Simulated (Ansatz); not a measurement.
# Si: the cost of one run

Method: DFT PBE, scalar-relativistic, plane waves, PAW, in Ansatz 0.2.0.

1 further run of the same task is left out (set aside as unsound or not needed).

## Step 1: Starting point

It takes space group I4/mmm (No. 139, tetragonal). The conventional cell has a = 6.651 Å, b = 6.651 Å, c = 3.845 Å, α = 90.00°, β = 90.00°, γ = 90.00°. Around Si (site symmetry m2m) lie 4 Si at 2.34 to 2.38 Å.

Coordinates:

```cif
data_structure
_symmetry_space_group_name_H-M 'I4/mmm'
_symmetry_Int_Tables_number 139
_cell_length_a 6.6509
_cell_length_b 6.6509
_cell_length_c 3.8448
_cell_angle_alpha 90.000
_cell_angle_beta 90.000
_cell_angle_gamma 90.000
_cell_volume 170.07
loop_
_atom_site_label
_atom_site_type_symbol
_atom_site_symmetry_multiplicity
_atom_site_Wyckoff_symbol
_atom_site_fract_x
_atom_site_fract_y
_atom_site_fract_z
_atom_site_occupancy
Si1 Si 8 h 0.67880 0.67880 0.50000 1
```

Source of the structure: the Materials Project (structure only).

## Step 2: A first look at the start

input.yaml

```yaml
crystal:
  lattice:
    - [-3.32544429, 3.32544429, 1.92238566]
    - [3.32544429, -3.32544429, 1.92238566]
    - [3.32544429, 3.32544429, -1.92238566]
  atoms:
    - { symbol: Si, position: [0.17880106, 0.17880106, 0.35760212] }
    - { symbol: Si, position: [0.82119894, 0.82119894, 0.64239788] }
    - { symbol: Si, position: [0.17880106, 0.82119894, 0.0] }
    - { symbol: Si, position: [0.82119894, 0.17880106, 0.0] }
basis:
  ecutwfc: 420
kpoints:
  mp_grid: { grid: [6, 6, 6] }
hamiltonian:
  xc: pbe
scf:
  occupations: { method: gaussian, width: 0.1 }
output:
  forces: true
  stress: true
  eigenvalues: true
```

**Question.** How long does this run take on 1 thread of an Arm CPU, shared host, and how much memory does it need?

About 3.7 s, with a peak of 0.38 GiB.
